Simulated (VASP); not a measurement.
# InP (F-43m) in VASP: further runs, part 2 of 2

VASP 6.6.1. Earlier steps stand in the parts before.

## Step 3: Born charges and dielectric tensor, PBE

Contents of INCAR:

```
PREC     = Accurate       # precision mode
ENCUT    = 520            # plane-wave cutoff, eV
EDIFF    = 1E-8           # SCF threshold, eV
ISMEAR   = 0              # smearing method
SIGMA    = 0.02           # smearing width, eV
LREAL    = F              # projectors in reciprocal space
LASPH    = T              # aspherical terms in the spheres
NELM     = 80             # most SCF steps
ALGO     = Fast           # electronic algorithm
ISIF     = 2              # what is computed and relaxed
LWAVE    = F              # write WAVECAR
LCHARG   = F              # write CHGCAR
GGA      = PE             # functional
LEPSILON = T              # dielectric tensor by DFPT
IBRION   = 8              # ionic algorithm
NSW      = 1              # ionic steps
```

Contents of KPOINTS:

```
regular mesh
0
Gamma
  4 4 4
```

Contents of POSCAR:

```
InP                                     
1.0
    0.0000000000      2.9810863768      2.9810863768
    2.9810863768      0.0000000000      2.9810863768
    2.9810863768      2.9810863768      0.0000000000
  In              P             
     1     1
Direct
     0.0000000000000000    0.0000000000000000    0.0000000000000000
     0.2500000000000000    0.2500000000000000    0.2500000000000000
```

Potentials or basis: VASP PAW PBE potentials, release 64 (In_d, P).

The run is started by

```sh
$ cat potpaw_PBE.64/In_d/POTCAR potpaw_PBE.64/P/POTCAR > POTCAR
$ mpirun -np 1 vasp_std > vasp.out
```

OUTCAR:

```text
PREC = Accurate
   ENCUT = 520
   EDIFF = 1E-8
   ISMEAR = 0
   LREAL = F
   LASPH = T
   NELM = 80
   ISIF = 2
   GGA = PE
   LEPSILON = T
   IBRION = 8
   NSW = 1

 ion  position               nearest neighbor table
   1  0.000  0.000  0.000-   2 2.58   2 2.58   2 2.58   2 2.58
   2  0.250  0.250  0.250-   1 2.58   1 2.58   1 2.58   1 2.58

  LATTYP: Found a face centered cubic cell.
 ALAT       =     5.9621727536

  Lattice vectors:

 A1 = (   0.0000000000,   2.9810863768,   2.9810863768)
 A2 = (   2.9810863768,   0.0000000000,   2.9810863768)
 A3 = (   2.9810863768,   2.9810863768,   0.0000000000)

Analysis of symmetry for initial positions (statically):
=====================================================================
 Subroutine PRICEL returns:
 Original cell was already a primitive cell.

[... 410 lines left out ...]
  z     0.00000     0.00000    -0.00000    -6.28505     0.00000     0.00000

 SECOND DERIVATIVES (NOT SYMMETRIZED)
 ------------------------------------
               1X          1Y          1Z          2X          2Y          2Z
  1X    -7.252445    0.000000    0.000000    7.252445    0.000000    0.000000
  1Y     0.000000   -7.252445    0.000000    0.000000    7.252445    0.000000
  1Z     0.000000    0.000000   -7.252445    0.000000    0.000000    7.252445
  2X     7.236110    0.000000    0.000000   -7.236110    0.000000    0.000000
  2Y     0.000000    7.236110    0.000000    0.000000   -7.236110    0.000000
  2Z     0.000000    0.000000    7.236110    0.000000    0.000000   -7.236110

 Eigenvectors and eigenvalues of the dynamical matrix
 ----------------------------------------------------

   1 f  =    8.516671 THz    53.511823 2PiTHz  284.085571 cm-1    35.222106 meV
             X         Y         Z           dx          dy          dz
      0.000000  0.000000  0.000000     0.461333   -0.000000   -0.000000
      1.490543  1.490543  1.490543    -0.887227   -0.000000   -0.000000
[... 21 lines left out ...]
   6 f/i=    0.003930 THz     0.024695 2PiTHz    0.131101 cm-1     0.016254 meV
             X         Y         Z           dx          dy          dz
      0.000000  0.000000  0.000000    -0.252711   -0.739027   -0.420890
      1.490543  1.490543  1.490543    -0.131402   -0.384273   -0.218851

--------------------------------------------------------------------------------------------------------

 MACROSCOPIC STATIC DIELECTRIC TENSOR IONIC CONTRIBUTION
 ------------------------------------------------------
           9.256057    -0.000000     0.000000
          -0.000000     9.256057    -0.000000
           0.000000    -0.000000     9.256057
 ------------------------------------------------------

 ELASTIC MODULI CONTR FROM IONIC RELAXATION (kBar)
 Direction    XX          YY          ZZ          XY          YZ          ZX
 --------------------------------------------------------------------------------
 XX          -0.0000     -0.0000     -0.0000     -0.0000     -0.0000     -0.0000
 YY          -0.0000     -0.0000     -0.0000     -0.0000     -0.0000     -0.0000
 ZZ          -0.0000     -0.0000     -0.0000     -0.0000     -0.0000     -0.0000
 XY          -0.0000     -0.0000     -0.0000   -161.7116     -0.0000      0.0000
 YZ          -0.0000     -0.0000     -0.0000     -0.0000   -161.7116      0.0000
 ZX          -0.0000     -0.0000     -0.0000      0.0000      0.0000   -161.7116
 --------------------------------------------------------------------------------

 PIEZOELECTRIC TENSOR IONIC CONTR  for field in x, y, z        (C/m^2)
          XX          YY          ZZ          XY          YZ          ZX
  --------------------------------------------------------------------------------
  x     0.00000     0.00000     0.00000     0.00000     1.15121    -0.00000
  y     0.00000     0.00000     0.00000    -0.00000    -0.00000     1.15121
  z     0.00000     0.00000     0.00000     1.15121     0.00000    -0.00000
```

stdout:

```text
POSCAR found type information on POSCAR InP
 POSCAR found :  2 types and       2 ions
 scaLAPACK will be used
 LDA part: xc-table for (Slater+PW92), standard interpolation
 POSCAR, INCAR and KPOINTS ok, starting setup
 FFT: planning ... GRIDC
 FFT: planning ... GRID_SOFT
 FFT: planning ... GRID
 WAVECAR not read
 entering main loop
[... 23 lines left out ...]
  Direction:   3
 dielectric tensor                  component  3 :     5.588     2.325   149.929
 Linear response DOF=           2
 Linear response progress:
 first order change of Fermi-energy   0.44932E+00
 force on displaced ion       1 direction 1 :  -7.252  -0.000  -0.000
 Born effective charge ion    1 direction 1 :   3.198   0.000   0.000
 Linear response progress:
 first order change of Fermi-energy  -0.44916E+00
 force on displaced ion       2 direction 1 :  -7.236   0.000   0.000
 Born effective charge ion    2 direction 1 :  -5.673   0.000   0.000
 Born effective charges drift removed
 Linear response finished
```

It took 1.8 min on 1 thread of Intel Xeon Platinum 8488C (Sapphire Rapids), shared host; peak memory 0.22 GiB.

Results:

```yaml
Band_gap_on_the_k_mesh: 0.42 eV, direct
Electronic_dielectric_tensor_diagonal: 149.93
Born_charges_mean_of_the_diagonal: In +4.43; P -4.43 e
Highest_phonon_frequency_at_Γ_LO-TO_splitting_left_out: 284 cm⁻¹
```

Levels at points of the mesh, in eV from the valence-band top:
| k point | band 5 | band 6 | band 7 | band 8 | band 9 | band 10 | band 11 | band 12 | band 13 |
| --- | --- | --- | --- | --- | --- | --- | --- | --- | --- |
| (0.00, 0.00, 0.00) | -14.02 | -11.18 | 0.00 | 0.00 | 0.00 | 0.42 | 4.06 | 4.06 | 4.06 |
| (0.50, 0.00, 0.00) | -14.01 | -9.62 | -5.49 | -0.90 | -0.90 | 1.35 | 4.77 | 4.77 | 6.98 |
| (0.50, 0.50, 0.00) | -13.99 | -9.02 | -5.56 | -2.16 | -2.16 | 1.82 | 2.24 | 8.90 | 9.23 |

Phonon frequencies in cm⁻¹ (negative: imaginary):
```tsv
q point	frequencies
(0.000, 0.000, 0.000)	0 0 0 284 284 284
```

Electronic dielectric tensor:
```
149.93   0.00   0.00
  0.00 149.93   0.00
  0.00   0.00 149.93
```

Born effective charge tensors (e):
atom 1, In
```
4.43 0.00 0.00
0.00 4.43 0.00
0.00 0.00 4.43
```
atom 2, P
```
-4.43  0.00  0.00
 0.00 -4.43  0.00
 0.00  0.00 -4.43
```

Caveat: the k mesh is coarse (spacing up to 0.46 Å⁻¹), so the values aren't converged; the gap is small at this level, which inflates the dielectric constant; spin-orbit coupling is left out, which moves the levels of the heavy elements. As with any semilocal functional, this PBE gap is likely too small.
